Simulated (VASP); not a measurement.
**Fe: density of states with r2SCAN+D3(BJ)+U**

The system is Fe.

```xyz
2
Lattice="2.8860 0.0000 0.0000 0.0000 2.8860 0.0000 0.0000 0.0000 2.8860" Properties=species:S:1:pos:R:3 pbc="T T T"
Fe    0.0000    0.0000    0.0000
Fe    1.4430    1.4430    1.4430
```

* Program: VASP 6.6.1
* Task: density of states
* Functional: r2SCAN
* Dispersion: D3(BJ)
* Potentials or basis: VASP PAW PBE potentials, release 64 (Fe)
* Cutoff: 500 eV
* k mesh: 9 × 9 × 9
* Occupations: tetrahedron
* Spin: collinear spin, ferrimagnetic start
* Starting moments: [3.0, -1.5] μB
* Hubbard terms: Fe d U = 8 eV
* Supercell matrix: [0, 1, 1, 1, 0, 1, 1, 1, 0]
* Further INCAR settings: ALGO = Normal; EDIFF = 1e-06; AMIX = 0.6

```json
{
 "Pressure": "28.2 GPa",
 "Band gap on the k mesh": "none (metal or under the smearing width)",
 "Net moment": "0.21 μB per cell",
 "Site moments": "Fe +3.45, -3.14 μB",
 "Valence electrons inside the program's atomic spheres": "Fe 7.21, 7.50",
 "Dispersion energy per atom": "-0.158 eV"
}
```

Levels at points of the mesh, in eV from the Fermi level:
Spin up:
| k point | band 6 | band 7 | band 8 | band 9 | band 10 | band 11 |
| --- | --- | --- | --- | --- | --- | --- |
| (0.00, 0.00, 0.00) | -7.21 | -3.67 | -3.66 | 6.40 | 6.40 | 6.41 |
Spin down:
```tsv
k point	band 6	band 7	band 8	band 9	band 10	band 11
(0.00, 0.00, 0.00)	-5.90	0.78	0.78	0.78	2.82	2.82
```

States per cell in windows of 1 eV (zero at the Fermi level; states under -8 eV left out):
```csv
from (eV),up,down,Fe2_d_down,Fe1_d_down,Fe2_d_up,Fe1_d_up,Fe1_p_up,Fe2_p_down
-8.0,2.39,0.96,0.65,0.02,0.03,2.26,0.01,0.02
-7.0,0.16,3.06,2.67,0.12,0.01,0.06,0.01,0.02
-6.0,0.18,1.00,0.81,0.03,0.02,0.03,0.02,0.03
-5.0,0.20,0.48,0.30,0.02,0.05,0.02,0.02,0.03
-4.0,1.33,0.29,0.07,0.06,0.93,0.13,0.03,0.03
-3.0,0.73,0.30,0.05,0.12,0.48,0.05,0.04,0.04
-2.0,0.24,0.74,0.10,0.36,0.13,0.01,0.02,0.10
-1.0,0.17,0.95,0.07,0.68,0.07,0.00,0.03,0.07
0.0,0.48,1.22,0.11,0.95,0.18,0.02,0.11,0.04
1.0,0.39,0.52,0.08,0.29,0.15,0.03,0.08,0.03
2.0,0.33,0.94,0.13,0.58,0.14,0.03,0.06,0.02
3.0,0.30,0.35,0.06,0.19,0.15,0.03,0.05,0.01
4.0,0.60,0.08,0.02,0.04,0.37,0.06,0.05,0.00
5.0,1.27,0.06,0.00,0.05,0.89,0.16,0.04,0.00
6.0,0.71,0.91,0.01,0.74,0.47,0.11,0.01,0.05
7.0,0.28,0.50,0.06,0.21,0.09,0.09,0.01,0.05
```

Eigenvalues of the final occupation matrices:
| site | spin | trace | eigenvalues |
| --- | --- | --- | --- |
| site 1 d | 1 | 4.85 | 0.96 0.96 0.96 0.98 0.98 |
| site 1 d | 2 | 1.41 | 0.02 0.02 0.45 0.45 0.45 |
| site 2 d | 1 | 1.79 | 0.03 0.03 0.03 0.86 0.86 |
| site 2 d | 2 | 4.71 | 0.92 0.92 0.92 0.97 0.97 |

Run time: 3.5 min on 1 thread of Intel(R) Xeon(R) Platinum 8375C CPU @ 2.90GHz (Ice Lake), on a shared host, peak memory 0.17 GiB.

Caveat: a pressure of tens of GPa on the cell as given is suspect, and the run, the potentials or the cell itself is likely at fault; the PAW data sets were made with another functional, which shifts forces and pressure a little; pairwise dispersion overbinds metals, which lowers pressure and volume; the U is typed as a test and isn't derived for this compound; tetrahedron occupations give inexact forces and stress in metals. The state reached can hang on the start; a lower one may exist.
